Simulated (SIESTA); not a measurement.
# GaN (P6_3mc) in SIESTA: notebook, part 2 of 2

SIESTA 5.4.2.

## 3. Band structure, PBEsol

File GaN.fdf:

```
SystemName                      GaN
SystemLabel                     GaN
NumberOfSpecies                 2
NumberOfAtoms                   4
%block ChemicalSpeciesLabel
  1  31 Ga
  2   7 N
%endblock ChemicalSpeciesLabel

LatticeConstant                 1.0 Ang
%block LatticeVectors
     3.1800000000     0.0000000000     0.0000000000
    -1.5900000000     2.7539607840     0.0000000000
     0.0000000000     0.0000000000     5.1660000000
%endblock LatticeVectors
AtomicCoordinatesFormat         Fractional
%block AtomicCoordinatesAndAtomicSpecies
     0.6666666667     0.3333333333     0.5000000000  1  Ga
     0.3333333333     0.6666666667     0.0000000000  1  Ga
     0.6666666667     0.3333333333     0.8750000000  2  N
     0.3333333333     0.6666666667     0.3750000000  2  N
%endblock AtomicCoordinatesAndAtomicSpecies

%block kgrid.MonkhorstPack
   10   0   0  0.0
    0  10   0  0.0
    0   0   5  0.0
%endblock kgrid.MonkhorstPack
XC.Functional                   GGA
XC.Authors                      PBEsol
PAO.BasisSize                   DZP
PAO.EnergyShift                 0.003 Ry
Mesh.Cutoff                     800 Ry
OccupationFunction              FD
ElectronicTemperature           0.05 eV
MaxSCFIterations                120
SCF.MustConverge                false
SCF.Mixer.Method                Pulay
SCF.Mixer.Weight                0.25
SCF.Mixer.History               8
SCF.DM.Tolerance                5.0e-05
SCF.H.Tolerance                 1.0e-03 eV
WriteForces                     true
Charge.Mulliken                 end
BandLinesScale                  ReciprocalLatticeVectors
%block BandLines
    1    0.000000   0.000000   0.000000  \Gamma
   11    0.500000   0.000000   0.000000  M
    7    0.333333   0.333333   0.000000  K
   13    0.000000   0.000000   0.000000  \Gamma
    6    0.000000   0.000000   0.500000  A
   11    0.500000   0.000000   0.500000  L
    7    0.333333   0.333333   0.500000  H
   13    0.000000   0.000000   0.500000  A
    1    0.500000   0.000000   0.500000  L
    6    0.500000   0.000000   0.000000  M
    1    0.333333   0.333333   0.000000  K
    6    0.333333   0.333333   0.500000  H
%endblock BandLines
%block PAO.Basis
  Ga 4
  n=4 0 2
    6.562 0.000
  n=4 1 2
    9.354 0.000
  n=3 2 2
    3.582 0.000
  n=4 2 1
    9.354
%endblock PAO.Basis
```

Potentials or basis: PseudoDojo 0.4 standard (PBEsol files), DZP (energy shift 0.003 Ry; two zetas on semicore shells).

On the command line:

```
siesta GaN.fdf > GaN.out 2>&1
```

GaN.out:

```text
Version         : 5.4.2

                           ***********************
                           *  WELCOME TO SIESTA  *
                           ***********************

 NOTE: Siesta V5 introduces some new defaults for basis-set generation
 NOTE: which might lead to slightly different numerical results.
 NOTE: Please see the manual for full details and compatibility measures.

reinit: Reading from file GaN.fdf

reinit: -----------------------------------------------------------------------
reinit: System Name: GaN
reinit: -----------------------------------------------------------------------
reinit: System Label: GaN
reinit: -----------------------------------------------------------------------

initatom: Reading input for the pseudopotentials and atomic orbitals ----------
Species number:   1 Atomic number:   31 Label: Ga
Species number:   2 Atomic number:    7 Label: N

Ground state valence configuration (from tables):   4s02  4p01  4d00  4f00
Ground state valence configuration (from tables):   2s02  2p03  3d00  4f00

---- Processing specs for species: Ga
Reading pseudopotential information in PSML from:
  Ga.psml
PSML file version: 1.1
[... 655 lines left out ...]
    (Free)E + p_basis*V_orbitals       =       -4714.767767 eV
    (Free)Eharris+ p_basis*V_orbitals  =       -4714.767767 eV

mulliken: Atomic and Orbital Populations:

Species: Ga
Atom  Qatom  Qorb
               4s      4s      4py     4pz     4px     4py     4pz     4px
               3dxy    3dyz    3dz2    3dxz    3dx2-y2 3dxy    3dyz    3dz2
               3dxz    3dx2-y2 4dxy    4dyz    4dz2    4dxz    4dx2-y2
   1 12.250   1.252  -0.096  -0.160  -0.272  -0.160   0.569   0.619   0.569
              1.960   1.960   1.963   1.960   1.960   0.042   0.041   0.042

              0.041   0.042  -0.022   0.012  -0.062   0.012  -0.022
   2 12.250   1.252  -0.096  -0.160  -0.272  -0.160   0.569   0.619   0.569
              1.960   1.960   1.963   1.960   1.960   0.042   0.041   0.042

              0.041   0.042  -0.022   0.012  -0.062   0.012  -0.022

Species: N
Atom  Qatom  Qorb
               2s      2s      2py     2pz     2px     2py     2pz     2px
               3Pdxy   3Pdyz   3Pdz2   3Pdxz   3Pdx2-y2
   3  5.750   1.848  -0.128   1.213   1.295   1.213   0.105   0.049   0.105
              0.010   0.010   0.011   0.010   0.010
   4  5.750   1.848  -0.128   1.213   1.295   1.213   0.105   0.049   0.105
              0.010   0.010   0.011   0.010   0.010

mulliken: Qtot =       36.000

Mulliken Atomic Populations:
Atom #   charge [q] valence [e]  Species
     1     0.749841   12.250159  Ga
     2     0.749841   12.250159  Ga
     3    -0.749841    5.749841  N
     4    -0.749841    5.749841  N
 Total    -0.000000

Job completed
```

It took 2.5 min on 1 thread of Intel Xeon Platinum 8488C (Sapphire Rapids), shared host; peak memory 0.51 GiB.

What came out:

```
Free energy             : -4719.1487 eV
Pressure                : 3.8 GPa
Largest force           : 0.129 eV/Å
Band gap on the k mesh  : 2.02 eV, direct
Band gap along the path : 2.02 eV, direct
```

Forces on the atoms (eV/Å):
```
Ga   0.000  0.000 -0.128
Ga   0.000  0.000 -0.128
N    0.000  0.000  0.129
N    0.000  0.000  0.129
```

Levels at the corners of the path, in eV from the valence-band top:
| point | band 15 | band 16 | band 17 | band 18 | band 19 | band 20 | band 21 | band 22 |
| --- | --- | --- | --- | --- | --- | --- | --- | --- |
| Γ | -1.11 | -0.05 | 0.00 | 0.00 | 2.02 | 4.28 | 9.43 | 9.82 |
| M | -4.39 | -2.87 | -2.36 | -1.03 | 5.05 | 5.62 | 6.08 | 8.85 |
| K | -5.47 | -3.15 | -3.15 | -2.82 | 5.00 | 8.03 | 8.03 | 8.50 |
| Γ | -1.11 | -0.05 | 0.00 | 0.00 | 2.02 | 4.28 | 9.43 | 9.82 |
| A | -0.57 | -0.57 | -0.57 | -0.57 | 4.34 | 4.34 | 8.72 | 8.72 |
| L | -2.03 | -2.03 | -1.99 | -1.99 | 4.38 | 4.38 | 8.00 | 8.00 |
| H | -4.36 | -4.36 | -1.57 | -1.57 | 6.53 | 6.53 | 7.38 | 7.38 |
| A | -0.57 | -0.57 | -0.57 | -0.57 | 4.34 | 4.34 | 8.72 | 8.72 |
| L | -2.03 | -2.03 | -1.99 | -1.99 | 4.38 | 4.38 | 8.00 | 8.00 |
| M | -4.39 | -2.87 | -2.36 | -1.03 | 5.05 | 5.62 | 6.08 | 8.85 |
| K | -5.47 | -3.15 | -3.15 | -2.82 | 5.00 | 8.03 | 8.03 | 8.50 |
| H | -4.36 | -4.36 | -1.57 | -1.57 | 6.53 | 6.53 | 7.38 | 7.38 |

Caveat: the basis of atomic orbitals isn't converged, which shifts pressures, moduli and gaps.

## 4. Band structure, LDA

Changes to GaN.fdf since step 3:

```diff
@@ -28,4 +28,4 @@
 %endblock kgrid.MonkhorstPack
-XC.Functional                   GGA
-XC.Authors                      PBEsol
+XC.Functional                   LDA
+XC.Authors                      PW92
 PAO.BasisSize                   DZP
@@ -62,5 +62,5 @@
   n=4 0 2
-    6.562 0.000
+    6.549 0.000
   n=4 1 2
-    9.354 0.000
+    9.260 0.000
   n=3 2 2
@@ -68,3 +68,3 @@
   n=4 2 1
-    9.354
+    9.260
 %endblock PAO.Basis
```

Potentials or basis: PseudoDojo 0.4 standard (LDA files), DZP (energy shift 0.003 Ry; two zetas on semicore shells).

On the command line:

```
siesta < GaN.fdf > GaN.out 2>&1
```

It took 2.6 min on 1 thread of Intel Xeon Platinum 8488C (Sapphire Rapids), shared host; peak memory 0.51 GiB.

It converged, with:

| Quantity | Value |
| --- | --- |
| Free energy | -4721.5377 eV |
| Pressure | -1.9 GPa |
| Largest force | 0.120 eV/Å |
| Band gap on the k mesh | 2.10 eV, direct |
| Band gap along the path | 2.10 eV, direct |

Forces on the atoms (eV/Å):
```
Ga   0.000  0.000 -0.120
Ga   0.000  0.000 -0.120
N    0.000  0.000  0.119
N    0.000  0.000  0.119
```

Stress tensor (GPa, compression positive):
```
-2.72  0.00  0.00
 0.00 -2.72  0.00
 0.00  0.00 -0.35
```

Levels at the corners of the path, in eV from the valence-band top:
```
point  band 15  band 16  band 17  band 18  band 19  band 20  band 21  band 22
    Γ    -1.11    -0.06     0.00     0.00     2.10     4.26     9.38     9.74
    M    -4.40    -2.87    -2.36    -1.04     5.03     5.62     6.05     8.78
    K    -5.49    -3.15    -3.15    -2.81     5.02     7.94     7.94     8.49
    Γ    -1.11    -0.06     0.00     0.00     2.10     4.26     9.38     9.74
    A    -0.58    -0.58    -0.58    -0.58     4.35     4.35     8.65     8.65
    L    -2.03    -2.03    -1.99    -1.99     4.39     4.39     7.92     7.92
    H    -4.35    -4.35    -1.57    -1.57     6.50     6.50     7.38     7.38
    A    -0.58    -0.58    -0.58    -0.58     4.35     4.35     8.65     8.65
    L    -2.03    -2.03    -1.99    -1.99     4.39     4.39     7.92     7.92
    M    -4.40    -2.87    -2.36    -1.04     5.03     5.62     6.05     8.78
    K    -5.49    -3.15    -3.15    -2.81     5.02     7.94     7.94     8.49
    H    -4.35    -4.35    -1.57    -1.57     6.50     6.50     7.38     7.38
```

Caveat: the basis of atomic orbitals isn't converged, which shifts pressures, moduli and gaps.

## 5. Summary

| task | level | potentials or basis | k mesh | wannier functions | bands left out below | projections | wannier mesh | gap on the mesh (eV) | pressure (GPa) | largest force (eV/Å) |
| --- | --- | --- | --- | --- | --- | --- | --- | --- | --- | --- |
| Wannier functions | PBEsol | PseudoDojo 0.4 standard (PBEsol files), SZP (energy shift 0.003 Ry) | 8 × 8 × 4 | 18 | 0 | ["Ga:d", "N:s", "N:p"] | 6 × 6 × 3 | 2.27 | 7.1 | 0.11 |
| band structure | PBEsol | PseudoDojo 0.4 standard (PBEsol files), DZP (energy shift 0.003 Ry; two zetas on semicore shells) | 10 × 10 × 5 | - | - | - | - | 2.02 | 3.8 | 0.13 |
| band structure | LDA | PseudoDojo 0.4 standard (LDA files), DZP (energy shift 0.003 Ry; two zetas on semicore shells) | 10 × 10 × 5 | - | - | - | - | 2.10 | -1.9 | 0.12 |

Alike in all rows: no spin polarisation; cell as given; smearing fermi-dirac 0.05 eV; grid cutoff 800 Ry; energy shift 0.003 Ry.

Caveats: the basis of atomic orbitals isn't converged, which shifts pressures, moduli and gaps.

Total energies depend on the potentials used, so only differences within one code and one set of settings carry meaning.

## 6. Comparison with measurements

Step 2. A measured gap of GaN is 3.503 eV (direct; quoted in “Studying electronic properties in GaN without electrical contacts using γ-γ vs e−-γ Perturbed Angular Correlations”, 2019, pmc:6823545); the calculated 2.27 eV misses it by -1.24 eV. Spin-orbit coupling on Ga is left out. The value is that of PBEsol in an atomic basis (PseudoDojo 0.4 standard (PBEsol files), SZP (energy shift 0.003 Ry)), whose error adds to the functional's, on a finite k mesh, which can miss the band edges, without temperature or zero-point motion. Semilocal functionals fall short of measured gaps as a rule.

Step 3. Measured gap of GaN: 3.503 eV (direct; quoted in “Studying electronic properties in GaN without electrical contacts using γ-γ vs e−-γ Perturbed Angular Correlations”, 2019, pmc:6823545). This calculation gives 2.02 eV (-1.48 eV). Spin-orbit coupling on Ga is left out. The value is that of PBEsol in an atomic basis (PseudoDojo 0.4 standard (PBEsol files), DZP (energy shift 0.003 Ry; two zetas on semicore shells)), whose error adds to the functional's,, without temperature or zero-point motion. Semilocal functionals fall short of measured gaps as a rule.

Step 4. Measured gap of GaN: 3.503 eV (direct; quoted in “Studying electronic properties in GaN without electrical contacts using γ-γ vs e−-γ Perturbed Angular Correlations”, 2019, pmc:6823545). This calculation gives 2.10 eV (-1.41 eV). Spin-orbit coupling on Ga is left out. The value is that of LDA in an atomic basis (PseudoDojo 0.4 standard (LDA files), DZP (energy shift 0.003 Ry; two zetas on semicore shells)), whose error adds to the functional's,, without temperature or zero-point motion. Semilocal functionals fall short of measured gaps as a rule.
